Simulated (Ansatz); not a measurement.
Write the native input for Ansatz 0.2.0 that does the following.

| Item | Value |
| --- | --- |
| Task | band structure |
| Functional | PBE |
| Potentials or basis | Ansatz PAW |
| Cutoff | 420 eV (not typed: the program's choice for these potentials) |
| k mesh | 6 × 6 × 6 |
| Occupations | fermi-dirac, width 0.05 eV |
| Spin | spin-orbit coupling, no magnetisation |
| Path | [["G", "X", "W", "K", "G", "L", "U", "W", "L", "K"], ["U", "X"]] |
| Points for each segment of the path | 14 |

The system is GaP.

```xyz
2
Lattice="0.0000 2.7252 2.7252 2.7252 0.0000 2.7252 2.7252 2.7252 0.0000" Properties=species:S:1:pos:R:3 pbc="T T T"
Ga    0.0000    0.0000    0.0000
P     4.0879    4.0879    4.0879
```

One way to write it, as run:

input.yaml

```yaml
crystal:
  lattice:
    - [0.0, 2.72525, 2.72525]
    - [2.72525, 0.0, 2.72525]
    - [2.72525, 2.72525, 0.0]
  atoms:
    - { symbol: Ga, position: [0.0, 0.0, 0.0] }
    - { symbol: P, position: [0.75, 0.75, 0.75] }
hamiltonian:
  xc: pbe
  pseudopotentials: { kind: paw_fr }
magnetization:
  noncollinear: true
  spin_orbit: true
kpoints:
  mp_grid: { grid: [6, 6, 6] }
  band_path:
    path:
      - [[0.0, 0.0, 0.0], [0.5, 0.0, 0.5], [0.5, 0.25, 0.75], [0.375, 0.375, 0.75], [0.0, 0.0, 0.0], [0.5, 0.5, 0.5], [0.625, 0.25, 0.625], [0.5, 0.25, 0.75], [0.5, 0.5, 0.5], [0.375, 0.375, 0.75]]
      - [[0.625, 0.25, 0.625], [0.5, 0.0, 0.5]]
    npoints: 14
scf:
  occupations: { method: fermi_dirac, width: 0.05 }
  n_extra_bands: 6
output:
  forces: true
  stress: true
  eigenvalues: true
  fatbands: false
```

Potentials or basis: Ansatz PAW.

The run is started by

```console
$ ansatz run input.yaml --threads 2 --pin off --max-ram 5632MiB --backend cpu --events-out ev --progress --plain --runs-dir out
```

Results of the run:

```json
{
 "Pressure": "2.5 GPa",
 "Band gap on the k mesh": "1.62 eV, indirect (least direct gap 1.80 eV)",
 "Band gap along the path": "1.56 eV, indirect (least direct gap 1.80 eV)"
}
```

Caveat: the k mesh misses the band edges, so the gap on the mesh is wider than the one along the path.

Run time: 22 s on 2 threads of Intel(R) Xeon(R) Processor @ 2.50GHz (Skylake/Cascade Lake) (shared host), peak memory 0.44 GiB.
